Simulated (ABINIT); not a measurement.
# BaTe (Fm-3m): G0W0 in ABINIT against the plane-wave cutoff

Aim: move the plane-wave cutoff of a G0W0 run on BaTe (Fm-3m) over a wide range.

Main program and level: ABINIT 10.8.3; PBE and many-body steps on it, plane waves.

The database entry behind the starting cell differs from later determinations by our own check (about 0.2 % short), so it need not match the best structure at ambient conditions.

## 1. The starting structure

It takes space group Fm-3m (No. 225, cubic). The conventional cell has a = 6.986 Å, b = 6.986 Å, c = 6.986 Å, α = 90.00°, β = 90.00°, γ = 90.00°. Ba has 6 Te at 3.49 Å nearest. Nearest to Te lie 6 Ba at 3.49 Å. Farther neighbours and most contacts between anions are not listed.

As a file:

```cif
data_structure
_symmetry_space_group_name_H-M 'P 1'
_symmetry_Int_Tables_number 1
_cell_length_a 4.9398
_cell_length_b 4.9398
_cell_length_c 4.9398
_cell_angle_alpha 60.000
_cell_angle_beta 60.000
_cell_angle_gamma 60.000
_cell_volume 85.24
loop_
_atom_site_label
_atom_site_type_symbol
_atom_site_fract_x
_atom_site_fract_y
_atom_site_fract_z
_atom_site_occupancy
Ba1 Ba 0.00000 0.00000 0.00000 1
Te2 Te 0.50000 0.50000 0.50000 1
```

The cell and positions come from the Crystallography Open Database and are kept as given unless a step says otherwise. Spin-orbit coupling is left out unless a step names it.

## 2. Empty states on the mesh, 2×2×2 mesh, 165 bands

This step: ABINIT 10.8.3; DFT, PBE, plane waves, norm-conserving pseudopotentials.

The sums over transitions need many empty states on a uniform mesh; this step solves for them.

run.abi reads:

```
acell 3*1.0 Angstrom
rprim 
  -0.000000000000 3.493000000000 3.493000000000
  3.493000000000 -0.000000000000 3.493000000000
  3.493000000000 3.493000000000 -0.000000000000
ntypat 2
znucl 56 52
natom 2
typat 1 2
xred 
  0.000000000000 0.000000000000 0.000000000000
  0.500000000000 0.500000000000 0.500000000000
pp_dirpath "pseudos"
pseudos "Ba.upf, Te.upf"
ecut 34
ngkpt 2 2 2
nshiftk 1
shiftk 0 0 0
kptopt 1
chksymbreak 0
iscf -2
irdden 1
istwfk *1
nband 165
nbdbuf 14
tolwfr 1e-09
nstep 60
prtvol 0
indata_prefix "in"
outdata_prefix "out"
tmpdata_prefix "tmp"
```

Started as:

```console
$ OMP_NUM_THREADS=1 mpirun -n 4 abinit run.abi > log
```

Numbers of over 12 decimals in the logs are rounded to 6 here.

Output:

```text
.Version 10.8.3 of ABINIT. v10.8.2 released Aug 2026.

 Symmetries : space group Fm -3 m (#225); Bravais cF (face-center cubic)
[... echo of the input left out ...]
== DATASET  1 ==================================================================
-   mpi_nproc: 4, omp_nthreads: 1 (-1 if OMP is not activated)
-    --> not optimal distribution: autoparal keyword recommended in input file <--

--- !DatasetInfo
iteration_state: {dtset: 1, }
dimensions: {natom: 2, nkpt: 3, mband: 165, nsppol: 1, nspinor: 1, nspden: 1, mpw: 5577, }
cutoff_energies: {ecut:  34.0, pawecutdg:  -1.0, }
[...]
2.69094    2.69112    2.69112    2.70736    2.71669    2.71669    2.71669    2.77439
   2.77439    2.77439    2.83749    2.85781    2.85781    2.85781    2.87756    2.87756
   2.87756    2.92362    2.92363    2.92720    2.95408
 prteigrs : prtvol=0 or 1, do not print more k-points.

== END DATASET(S) ==============================================================
================================================================================

 -outvars: echo values of variables after computation  --------
            nband         165
             nkpt           3
          spgroup         225
 [... the other variables as echoed above ...]

 Calculation completed.
```

Wall time 57 s (4 MPI ranks of Arm Neoverse N1, shared host); peak memory 0.34 GiB; 3.8 min of CPU time.

This step gave:

```yaml
gap: 1.541 eV
k_of_the_valence_top: 0, 0, 0
k_of_the_conduction_bottom: 0.5, 0.5, 0
least_direct_gap: 1.914 eV
k_points_computed: 3
lowest_point_of_the_top_converged_band_above_the_valence_top: 70.2889 eV
```

On this mesh the gap is 1.541 eV.

The density comes from a self-consistent run that is not shown.

## 3. Empty states on the mesh, 2×2×2 mesh, 52 bands

run.abi, as its differences from that of step 2:

```diff
@@ -14,3 +14,3 @@
 pseudos "Ba.upf, Te.upf"
-ecut 34
+ecut 20
 ngkpt 2 2 2
@@ -23,4 +23,4 @@
 istwfk *1
-nband 165
-nbdbuf 14
+nband 52
+nbdbuf 4
 tolwfr 1e-09
```

Output:

```text
.Version 10.8.3 of ABINIT. v10.8.2 released Aug 2026.

 Symmetries : space group Fm -3 m (#225); Bravais cF (face-center cubic)
[... echo of the input left out ...]
== DATASET  1 ==================================================================
-   mpi_nproc: 4, omp_nthreads: 1 (-1 if OMP is not activated)
-    --> not optimal distribution: autoparal keyword recommended in input file <--

--- !DatasetInfo
iteration_state: {dtset: 1, }
dimensions: {natom: 2, nkpt: 3, mband: 52, nsppol: 1, nspinor: 1, nspden: 1, mpw: 2452, }
cutoff_energies: {ecut:  20.0, pawecutdg:  -1.0, }
[...]
0.79744    0.79744    0.79744    0.87589    0.87589    0.99649    1.00101    1.00101
   1.00101    1.00255    1.00255    1.00255    1.02183    1.02183    1.02183    1.10699
   1.14118    1.14759    1.14759    1.14759
 prteigrs : prtvol=0 or 1, do not print more k-points.

== END DATASET(S) ==============================================================
================================================================================

 -outvars: echo values of variables after computation  --------
            nband          52
             nkpt           3
          spgroup         225
 [... the other variables as echoed above ...]

 Calculation completed.
```

Elapsed: 8.3 s, on 4 MPI ranks; peak memory 0.25 GiB; 33 s of CPU time.

This step gave:

| Property | Result |
| --- | --- |
| gap | 1.584 eV |
| k of the valence top | 0, 0, 0 |
| k of the conduction bottom | 0.5, 0.5, 0 |
| least direct gap | 1.954 eV |
| k points computed | 3 |
| lowest point of the top converged band, above the valence top | 26.48 eV |

On this mesh the gap is 1.584 eV.

## 4. Empty states on the mesh, 2×2×2 mesh, 52 bands

run.abi, as its differences from that of step 3:

```diff
@@ -14,3 +14,3 @@
 pseudos "Ba.upf, Te.upf"
-ecut 20
+ecut 27
 ngkpt 2 2 2
```

Output:

```text
.Version 10.8.3 of ABINIT. v10.8.2 released Aug 2026.

 Symmetries : space group Fm -3 m (#225); Bravais cF (face-center cubic)
[... echo of the input left out ...]
== DATASET  1 ==================================================================
-   mpi_nproc: 4, omp_nthreads: 1 (-1 if OMP is not activated)
-    --> not optimal distribution: autoparal keyword recommended in input file <--

--- !DatasetInfo
iteration_state: {dtset: 1, }
dimensions: {natom: 2, nkpt: 3, mband: 52, nsppol: 1, nspinor: 1, nspden: 1, mpw: 3892, }
cutoff_energies: {ecut:  27.0, pawecutdg:  -1.0, }
[...]
0.79793    0.79793    0.79793    0.86725    0.86725    0.99355    0.99355    0.99355
   0.99580    1.00029    1.00029    1.00029    1.02065    1.02065    1.02065    1.10845
   1.14001    1.14624    1.14624    1.14624
 prteigrs : prtvol=0 or 1, do not print more k-points.

== END DATASET(S) ==============================================================
================================================================================

 -outvars: echo values of variables after computation  --------
            nband          52
             nkpt           3
          spgroup         225
 [... the other variables as echoed above ...]

 Calculation completed.
```

The job ended after 11 s (4 MPI ranks; peak memory 0.26 GiB).

Numbers from this step:

```
gap                                                           : 1.544 eV
k of the valence top                                          : 0, 0, 0
k of the conduction bottom                                    : 0.5, 0.5, 0
least direct gap                                              : 1.917 eV
k points computed                                             : 3
lowest point of the top converged band, above the valence top : 26.53 eV
```

On this mesh the gap is 1.544 eV.

## 5. Empty states on the mesh, 2×2×2 mesh, 52 bands

run.abi, as its differences from that of step 4:

```diff
@@ -14,3 +14,3 @@
 pseudos "Ba.upf, Te.upf"
-ecut 27
+ecut 42
 ngkpt 2 2 2
```

Output:

```text
.Version 10.8.3 of ABINIT. v10.8.2 released Aug 2026.

 Symmetries : space group Fm -3 m (#225); Bravais cF (face-center cubic)
[... echo of the input left out ...]
== DATASET  1 ==================================================================
-   mpi_nproc: 4, omp_nthreads: 1 (-1 if OMP is not activated)
-    --> not optimal distribution: autoparal keyword recommended in input file <--

--- !DatasetInfo
iteration_state: {dtset: 1, }
dimensions: {natom: 2, nkpt: 3, mband: 52, nsppol: 1, nspinor: 1, nspden: 1, mpw: 7498, }
cutoff_energies: {ecut:  42.0, pawecutdg:  -1.0, }
[...]
0.79795    0.79795    0.79795    0.86658    0.86658    0.99266    0.99266    0.99266
   0.99575    1.00023    1.00023    1.00023    1.02058    1.02058    1.02058    1.10844
   1.13993    1.14615    1.14615    1.14615
 prteigrs : prtvol=0 or 1, do not print more k-points.

== END DATASET(S) ==============================================================
================================================================================

 -outvars: echo values of variables after computation  --------
            nband          52
             nkpt           3
          spgroup         225
 [... the other variables as echoed above ...]

 Calculation completed.
```

It took 20 s on 4 MPI ranks; peak memory 0.33 GiB; 79 s of CPU time.

Numbers from this step:

```
gap                                                           : 1.541 eV
k of the valence top                                          : 0, 0, 0
k of the conduction bottom                                    : 0.5, 0.5, 0
least direct gap                                              : 1.914 eV
k points computed                                             : 3
lowest point of the top converged band, above the valence top : 26.53 eV
```

On this mesh the gap is 1.541 eV.

## 6. Screening, 2×2×2 mesh, 48 bands, screening to 106.1 eV

The RPA dielectric matrix is built and inverted for each q.

This step: RPA screening on PBE, plane waves, norm-conserving pseudopotentials.

run.abi, as its differences from that of step 5:

```diff
@@ -14,3 +14,3 @@
 pseudos "Ba.upf, Te.upf"
-ecut 42
+ecut 20
 ngkpt 2 2 2
@@ -20,10 +20,11 @@
 chksymbreak 0
-iscf -2
-irdden 1
 istwfk *1
-nband 52
-nbdbuf 4
-tolwfr 1e-09
-nstep 60
-prtvol 0
+occopt 1
+irdwfk 1
+optdriver 3
+nband 48
+ecuteps 3.9
+inclvkb 2
+awtr 1
+symchi 1
 indata_prefix "in"
```

Output:

```text
.Version 10.8.3 of ABINIT. v10.8.2 released Aug 2026.

 Symmetries : space group Fm -3 m (#225); Bravais cF (face-center cubic)
[... echo of the input left out ...]
== DATASET  1 ==================================================================
-   mpi_nproc: 4, omp_nthreads: 1 (-1 if OMP is not activated)

--- !DatasetInfo
iteration_state: {dtset: 1, }
dimensions: {natom: 2, nkpt: 3, mband: 48, nsppol: 1, nspinor: 1, nspden: 1, mpw: 2452, }
cutoff_energies: {ecut:  20.0, pawecutdg:  -1.0, }
electrons: {nelect:   2.60000000E+01, charge:   0.00000000E+00, occopt:   1.00000000E+00, tsmear:   1.00000000E-02, }

 SCREENING: Calculation of the susceptibility and dielectric matrices

 Based on a program developped by R.W. Godby, V. Olevano, G. Onida, and L. Reining.
 Incorporated in ABINIT by V. Olevano, G.-M. Rignanese, and M. Torrent.
.Using double precision arithmetic ; gwpc =  8

[... cell and pseudopotentials left out ...]
--------------------------------------------------------------------------------

 ==== K-mesh for the wavefunctions ====
 Number of points in the irreducible wedge :     3
[... list of points left out ...]
 Together with 48 symmetry operations and time-reversal symmetry
 yields     8 points in the full Brillouin Zone.

 ==== Q-mesh for the screening function ====
 Number of points in the irreducible wedge :     3
[... list of points left out ...]
 Together with 48 symmetry operations and time-reversal symmetry
 yields     8 points in the full Brillouin Zone.

 setmesh: FFT mesh size selected  =    27x   27x   27
          total number of points  =        19683

 vcoul_init : cutoff-mode = AUXILIARY_FUNCTION
 q-points for optical limit:   1
     1)      0.000010    0.000020    0.000030

- screening: taking advantage of time-reversal symmetry
- Maximum band index for partially occupied states nbvw = 13
- Remaining bands to be divided among processors   nbcw = 35
- Number of bands treated by each node ~8

 Number of electrons calculated from density =   26.0000; Expected =   26.0000
 average of density, n =  0.045201
 r_s =    1.7415
 omega_plasma =   20.5084 [eV]

 calculating chi0 at frequencies [eV] :
  1    0.000000E+00    0.000000E+00
  2    0.000000E+00    2.050837E+01

--------------------------------------------------------------------------------
  q-point number  1        q = ( 0.000000, 0.000000, 0.000000) [r.l.u.]
--------------------------------------------------------------------------------
[... chi0 elements left out ...]
 For q-point:  0.000010 0.000020 0.000030
  dielectric constant =  11.5294
  dielectric constant without local fields =  13.8274

  Average fulfillment of the sum rule on Im[epsilon] for q-point    1 :     46.25  [%]
[... wings left out ...]
  q-point number  2        q = ( 0.500000, 0.000000, 0.000000) [r.l.u.]
--------------------------------------------------------------------------------
[... chi0 elements left out ...]
  Average fulfillment of the sum rule on Im[epsilon] for q-point    2 :     57.01  [%]

 [... 1 further q-points ...]
```

Elapsed: 4.9 s, on 4 MPI ranks; peak memory 0.21 GiB.

Numbers from this step:

```
ε∞ with local fields, on this mesh, along the program's q direction : 11.53
the same without local fields                                       : 13.83
plasma frequency                                                    : 20.51 eV
plane waves in the screening matrix                                 : 181
```

Local fields lower ε∞ by 17 %. On a Γ-centred mesh this coarse the value itself is usually too large, while a short band sum pulls it down.

## 7. 20 Ha

This step: G0W0 on PBE, plane waves, norm-conserving pseudopotentials.

run.abi, as its differences from that of step 6:

```diff
@@ -23,8 +23,17 @@
 irdwfk 1
-optdriver 3
+optdriver 4
 nband 48
+gwcalctyp 0
+ecutsigx 20
+symsigma 1
+nkptgw 2
+kptgw 
+  0.0000000000 0.0000000000 0.0000000000
+  0.5000000000 0.5000000000 0.0000000000
+bdgw 
+  11 17
+  12 15
 ecuteps 3.9
-inclvkb 2
-awtr 1
-symchi 1
+irdscr 1
+ppmodel 1
 indata_prefix "in"
```

Output:

```text
.Version 10.8.3 of ABINIT. v10.8.2 released Aug 2026.

 Symmetries : space group Fm -3 m (#225); Bravais cF (face-center cubic)
[... echo of the input left out ...]
== DATASET  1 ==================================================================
-   mpi_nproc: 4, omp_nthreads: 1 (-1 if OMP is not activated)

--- !DatasetInfo
iteration_state: {dtset: 1, }
dimensions: {natom: 2, nkpt: 3, mband: 48, nsppol: 1, nspinor: 1, nspden: 1, mpw: 2452, }
cutoff_energies: {ecut:  20.0, pawecutdg:  -1.0, }
electrons: {nelect:   2.60000000E+01, charge:   0.00000000E+00, occopt:   1.00000000E+00, tsmear:   1.00000000E-02, }

 SIGMA: Calculation of the GW corrections

 Based on a program developped by R.W. Godby, V. Olevano, G. Onida, and L. Reining.
 Incorporated in ABINIT by V. Olevano, G.-M. Rignanese, and M. Torrent.
.Using double precision arithmetic ; gwpc =  8

[... cell and pseudopotentials left out ...]
--------------------------------------------------------------------------------

 ==== K-mesh for the wavefunctions ====
 Number of points in the irreducible wedge :     3
[... list of points left out ...]
 Together with 48 symmetry operations and time-reversal symmetry
 yields     8 points in the full Brillouin Zone.

 ==== Q-mesh for screening function ====
 Number of points in the irreducible wedge :     3
[... list of points left out ...]
 Together with 48 symmetry operations and time-reversal symmetry
 yields     8 points in the full Brillouin Zone.

 vcoul_init : cutoff-mode = AUXILIARY_FUNCTION
 q-points for optical limit:   1
     1)      0.000010    0.000020    0.000030
 setmesh: FFT mesh size selected  =    40x   40x   40
          total number of points  =        64000

 Number of electrons calculated from density =   26.0000; Expected =   26.0000
 average of density, n =  0.045201
 r_s =    1.7415
 omega_plasma =   20.5084 [eV]

 === KS Band Gaps ===
  >>>> For spin  1
   Minimum direct gap =   1.9537 [eV], located at k-point      :   0.5000  0.5000  0.0000
   Fundamental gap    =   1.5842 [eV], Top of valence bands at :   0.0000  0.0000  0.0000
                                       Bottom of conduction at :   0.5000  0.5000  0.0000
 SIGMA fundamental parameters:
 PLASMON POLE MODEL  1
 number of plane-waves for SigmaX                 2445
 number of plane-waves for SigmaC and W            181
 number of plane-waves for wavefunctions          2445
 number of bands                                    48
 number of independent spin polarizations            1
 number of spinorial components                      1
 number of k-points in IBZ                           3
 number of q-points in IBZ                           3
 number of symmetry operations                      48
 number of k-points in BZ                            8
 number of q-points in BZ                            8
 number of frequencies for dSigma/dE                 9
 frequency step for dSigma/dE [eV]                0.25
 number of omega for Sigma on real axis              0
 max omega for Sigma on real axis  [eV]           0.00
 zcut for avoiding poles [eV]                     0.10

 EPSILON^-1 parameters (SCR file):
 dimension of the eps^-1 matrix on file            181
 dimension of the eps^-1 matrix used               181
 number of plane-waves for wavefunctions          2445
 number of bands                                    48
 number of q-points in IBZ                           3
 number of frequencies                               2
 number of real frequencies                          1
 number of imag frequencies                          1

 matrix elements of self-energy operator (all in [eV])

 Perturbative Calculation

--- !SelfEnergy_ee
iteration_state: {dtset: 1, }
kpoint     : [   0.000,    0.000,    0.000, ]
spin       : 1
KS_gap     :    2.931
QP_gap     :    3.967
Delta_QP_KS:    1.036
data: !SigmaeeData |
     Band     E0 <VxcDFT>   SigX SigC(E0)      Z dSigC/dE  Sig(E)    E-E0       E
       11   3.639 -11.701 -14.679   2.359   0.803  -0.246 -12.198  -0.497   3.142
       12   3.639 -11.701 -14.679   2.359   0.803  -0.246 -12.198  -0.497   3.142
       13   3.639 -11.701 -14.679   2.359   0.803  -0.246 -12.198  -0.497   3.142
       14   6.570  -8.111  -4.161  -3.297   0.826  -0.211  -7.572   0.539   7.109
       15   6.643  -8.435  -4.025  -3.359   0.810  -0.235  -7.584   0.851   7.494
       16   6.643  -8.435  -4.025  -3.359   0.810  -0.235  -7.584   0.851   7.494
       17   6.643  -8.435  -4.025  -3.359   0.810  -0.235  -7.584   0.851   7.494

--- !SelfEnergy_ee
iteration_state: {dtset: 1, }
kpoint     : [   0.500,    0.500,    0.000, ]
spin       : 1
KS_gap     :    1.954
QP_gap     :    3.059
Delta_QP_KS:    1.106
data: !SigmaeeData |
     Band     E0 <VxcDFT>   SigX SigC(E0)      Z dSigC/dE  Sig(E)    E-E0       E
       12   3.269 -11.402 -14.346   2.312   0.800  -0.250 -11.908  -0.505   2.764
       13   3.269 -11.402 -14.346   2.312   0.800  -0.250 -11.908  -0.505   2.764
       14   5.223  -7.527  -3.617  -3.177   0.819  -0.220  -6.927   0.600   5.823
       15   8.176 -10.428  -5.529  -3.275   0.820  -0.219  -9.096   1.332   9.508

== END DATASET(S) ==============================================================
================================================================================

 -outvars: echo values of variables after computation  --------
           etotal      0.0000000000E+00
            nband          48
             nkpt           3
          spgroup         225
 [... the other variables as echoed above ...]

 Calculation completed.
```

The job ended after 5.3 s (4 MPI ranks; peak memory 0.23 GiB; 21 s of CPU time).

This step gave:

```
G0W0 gap on the points computed              : 2.681 eV
starting gap on the mesh                     : 1.584 eV
k of the valence top                         : 0, 0, 0
k of the conduction bottom                   : 0.5, 0.5, 0
Z at the valence top                         : 0.803
Z at the conduction bottom                   : 0.819
least direct G0W0 gap on the computed points : 3.059 eV
```

[end of part 1 of 2]

[Paths, hosts, dates, memory and timing lines, banners, echoed tables and standing remarks are left out of the program output.]

[Logs are printed without paths, hosts, clocks, repeated set-up lines and the standing remarks that a program may print on its own settings, such as how far it seeks lower states.]

[Runs of the session that timed out or met a known fault of the program may be left out.]

[Hosts, paths, dates, database ids (printed as entryN), source tags and the programs' standing remarks are cut or masked in the printed files.]

[G0W0 gaps are taken among the corrected bands and points alone; a level outside them can change the order at an edge.]

[Where Ansatz stands beside ABINIT at settings called matched, ABINIT's density can come from a denser mesh and the files from another edition; pairs whose starting gaps differed by over 0.03 eV were left out, so agreement reads better than it is.]
